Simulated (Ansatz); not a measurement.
The reference is BeO in the wurtzite structure (space group P6_3mc, No. 186; a = 2.7118 Å, c = 4.4046 Å). Axes: x lies along a and z along c of the hexagonal cell.

Method: DFT with PBE, PAW potentials and a 420 eV plane-wave cutoff in Ansatz (an electronic-structure program), no spin-orbit coupling.

Before the change:

- Electron mass = 0.53 mₑ along c, 0.60 mₑ across (at Γ)
- Gap character = direct at Γ
- Volume per atom = 7.01 Å³

One thing is altered: biaxial strain −4.28 %, plane normal [001], relaxed out of plane (Cartesian); in-plane vectors clamped, the third vector and the atoms free.

### Question
What does the calculation give for the electron mass, gap character and volume per atom after the change?

### Answer
The electron mass changes from 0.53 mₑ along c, 0.60 mₑ across (at Γ) to 0.45 mₑ out of plane, 0.77 mₑ in plane (at Γ); the gap character stays direct at Γ; the volume per atom decreases by 0.49 Å³, from 7.01 Å³ to 6.52 Å³.

Masses are band curvatures over ±0.01 Å⁻¹ around the edge. Stability against distortions was not tested.
